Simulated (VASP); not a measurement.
**MgS in VASP 6.6.1, single-point calculation**

INCAR

```
ISIF = 2
LREAL = .FALSE.
GGA = PE
LWAVE = .FALSE.
NBANDS = 11
LCHARG = .FALSE.
LASPH = .TRUE.
PREC = Accurate
NSW = 0
SIGMA = 0.1
ADDGRID = .TRUE.
ENCUT = 520
EDIFF = 1E-7
IBRION = -1
ISMEAR = 0
NELM = 120
```

KPOINTS

```
KPOINTS created by Atomic Simulation Environment
0
Gamma
3 3 3
0 0 0
```

POSCAR

```
Mg S
 1.0000000000000000
     0.0000000000000000    2.6795634751000001    2.5593409339000002
     2.6795634751000001    0.0000000000000000    2.5593409339000002
     2.6795634751000001    2.6795634751000001    0.0000000000000000
 Mg  S
   1   1
Cartesian
  0.0000000000000000  0.0000000000000000  0.0000000000000000
  2.6795634750999997  2.6795634750999997  2.5593409339000002
```

The recommended PBE PAW datasets give the neutral cell 8 valence electrons.

Command

```
mpirun -np 1 vasp_std
```

Question: How does this run end, and what does it give?

Answer: It converged. Results: gap between bands v and c on the k mesh 3.27 eV; least direct gap on the k mesh 3.27 eV; pressure -0.5 GPa. Band v is the last that the valence electrons fill when counted band by band, and c is the next.

OSZICAR

```
N       E                     dE             d eps       ncg     rms          rms(c)
DAV:   1     0.195526253342E+02    0.19553E+02   -0.35378E+03   140   0.573E+02
DAV:   2    -0.755271902165E+01   -0.27105E+02   -0.25117E+02   180   0.103E+02
DAV:   3    -0.875333200801E+01   -0.12006E+01   -0.11989E+01   153   0.212E+01
DAV:   4    -0.876010311277E+01   -0.67711E-02   -0.67706E-02   153   0.202E+00
DAV:   5    -0.876016632357E+01   -0.63211E-04   -0.63209E-04   159   0.198E-01    0.416E+00
DAV:   6    -0.831512955297E+01    0.44504E+00   -0.98777E-01   156   0.383E+00    0.331E+00
DAV:   7    -0.826405990816E+01    0.51070E-01   -0.27686E-01   165   0.219E+00    0.232E+00
DAV:   8    -0.826501371563E+01   -0.95381E-03   -0.17560E-02   144   0.816E-01    0.974E-01
DAV:   9    -0.826468000622E+01    0.33371E-03   -0.95097E-04   156   0.170E-01    0.326E-01
DAV:  10    -0.826472543824E+01   -0.45432E-04   -0.23589E-04   156   0.744E-02    0.479E-02
DAV:  11    -0.826472137826E+01    0.40600E-05   -0.26542E-05   159   0.212E-02    0.153E-02
DAV:  12    -0.826472149852E+01   -0.12026E-06   -0.76446E-07   156   0.559E-03    0.298E-03
DAV:  13    -0.826472144556E+01    0.52958E-07   -0.36864E-08   112   0.998E-04
   1 F= -.82647214E+01 E0= -.82647214E+01  d E =-.129842E-12
```

These settings aren't sound, so the numbers aren't properties of the crystal.

On sound settings PBE gives a gap of 2.50 eV on its mesh and a pressure of -1.9 GPa for the intended cell.
